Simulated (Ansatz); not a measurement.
Deforming BaTiO3

```xyz
5
Lattice="3.9841 0.0000 0.0000 0.0000 2.8371 2.8458 0.0000 -2.8371 2.8458" Properties=species:S:1:pos:R:3 pbc="T T T"
Ba    0.0000    0.0000    0.0000
Ti    1.9921    0.0000    2.8908
O     0.0000    0.0000    2.8008
O     1.9921   -1.3936    4.2579
O     1.9921    1.3936    4.2579
```

Atom numbers follow the list: Ba1, Ti2, O3, O4, O5.

Conventional cell: a = 3.984 Å, b = 5.674 Å, c = 5.692 Å, α = 90.00°, β = 90.00°, γ = 90.00°. Ba (atom 1) is surrounded by 12 O at 2.80 to 2.89 Å. Ti (atom 2) has 6 O at 1.95 to 2.07 Å as nearest neighbours. O (atom 3) is surrounded by 2 Ti at 1.99 Å. O (atom 4) has 2 Ti at 1.95 to 2.07 Å as nearest neighbours.

The cell is COD entry 9016084, as deposited and not checked against the literature; nothing was relaxed.

No spin–orbit coupling, which matters for the heavy atoms here.

Level of theory: DFT, PBE, all-electron PAW with datasets made for the crystal, scalar-relativistic (Ansatz 0.2.0).

The runs use a Γ-centred 8×8×8 k mesh, Fermi–Dirac smearing of 0.05 eV, cutoff 560 eV (chosen by the program for this cell), no spin polarisation.

The unchanged cell is at 1.93 GPa.

x, y and z are the Cartesian axes of the cell as listed; fractional coordinates follow a strain, and an engineering shear is twice the off-diagonal strain component.

(1) With this change (equal xy, yz and zx engineering shear strains of -3 %), what becomes of the energy and stress and forces and gap?

(2) With this change (equal xy, yz and zx engineering shear strains of -1 %), what becomes of the energy and stress and forces and gap?

(3) With this change (equal xy, yz and zx engineering shear strains of +2 %), what becomes of the energy and stress and forces and gap?

(4) With this change (equal xy, yz and zx engineering shear strains of -2 %), what becomes of the energy and stress and forces and gap?

(5) With this change (equal xy, yz and zx engineering shear strains of +1 %), what becomes of the energy and stress and forces and gap?

(6) With this change (equal xy, yz and zx engineering shear strains of +3 %), what becomes of the energy and stress and forces and gap?

Results:

(1) Energy change +12 meV/atom; stress change (xx, yy, zz, yz, xz, xy) 0.30, 0.41, 0.42, 2.85, 3.69, 3.69 GPa, compression positive; change of the force on Ti2 (-0.040, -0.092, -0.005) eV/Å; gap on the k mesh 1.85 → 1.72 eV.

(2) Energy change +1 meV/atom; stress change (xx, yy, zz, yz, xz, xy) 0.03, 0.05, 0.05, 0.93, 1.21, 1.21 GPa, compression positive; change of the force on Ti2 (-0.014, -0.032, -0.001) eV/Å; gap on the k mesh 1.85 → 1.82 eV.

(3) Energy change +5 meV/atom; stress change (xx, yy, zz, yz, xz, xy) 0.11, 0.18, 0.18, -1.83, -2.39, -2.39 GPa, compression positive; change of the force on Ti2 (0.030, 0.068, -0.003) eV/Å; gap on the k mesh 1.85 → 1.79 eV.

(4) Energy change +5 meV/atom; stress change (xx, yy, zz, yz, xz, xy) 0.13, 0.18, 0.18, 1.88, 2.45, 2.45 GPa, compression positive; change of the force on Ti2 (-0.027, -0.063, -0.002) eV/Å; gap on the k mesh 1.85 → 1.78 eV.

(5) Energy change +1 meV/atom; stress change (xx, yy, zz, yz, xz, xy) 0.03, 0.05, 0.05, -0.92, -1.20, -1.20 GPa, compression positive; change of the force on Ti2 (0.015, 0.033, -0.001) eV/Å; gap on the k mesh 1.85 → 1.82 eV.

(6) Energy change +12 meV/atom; stress change (xx, yy, zz, yz, xz, xy) 0.25, 0.41, 0.41, -2.74, -3.57, -3.57 GPa, compression positive; change of the force on Ti2 (0.047, 0.104, -0.006) eV/Å; gap on the k mesh 1.85 → 1.74 eV.
